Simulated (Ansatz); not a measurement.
# Thermal properties of SiC from its phonons

Computed with DFT PBE, scalar-relativistic, plane waves, PAW (Ansatz 0.2.0). Cutoff 420 eV, 12×12×6 k-points (Γ-centred), fixed occupations. No spin polarisation. Phonons by linear response, acoustic sum rule imposed.

Equilibrium structure at this level:
```
CELL_PARAMETERS angstrom
3.09191 0.00000 0.00000
-1.54596 2.67768 0.00000
0.00000 0.00000 5.07426
ATOMIC_POSITIONS crystal
Si 0.66667 0.33333 0.50458
Si 0.33333 0.66667 0.00458
C 0.66667 0.33333 0.88042
C 0.33333 0.66667 0.38042
```

The cell was relaxed from a distorted copy of a database structure. The q mesh is coarse, so values between its points are rough.

Force constants from linear response on a 3×3×1 q mesh, interpolated to a fine mesh.

Question: How much zero-point energy does an atom carry?

Answer: 107.7 meV.

Question: How large are the vibrational entropy and heat capacity at 300 K?

Answer: S = 1.07 k_B and C_V = 1.67 k_B per atom, 56 % of the Dulong–Petit value.

Question: Tabulate them against temperature.

Answer:
| T (K) | F_vib (meV/atom) | S (k_B/atom) | C_V (k_B/atom) |
| --- | --- | --- | --- |
| 100 | 107.5 | 0.10 | 0.28 |
| 200 | 105.0 | 0.52 | 1.03 |
| 300 | 98.2 | 1.07 | 1.67 |
| 400 | 86.6 | 1.61 | 2.09 |
| 500 | 70.6 | 2.10 | 2.35 |
| 600 | 50.5 | 2.55 | 2.52 |
| 700 | 26.8 | 2.95 | 2.64 |
| 800 | -0.2 | 3.30 | 2.71 |
| 900 | -30.0 | 3.63 | 2.77 |
| 1000 | -62.6 | 3.92 | 2.81 |
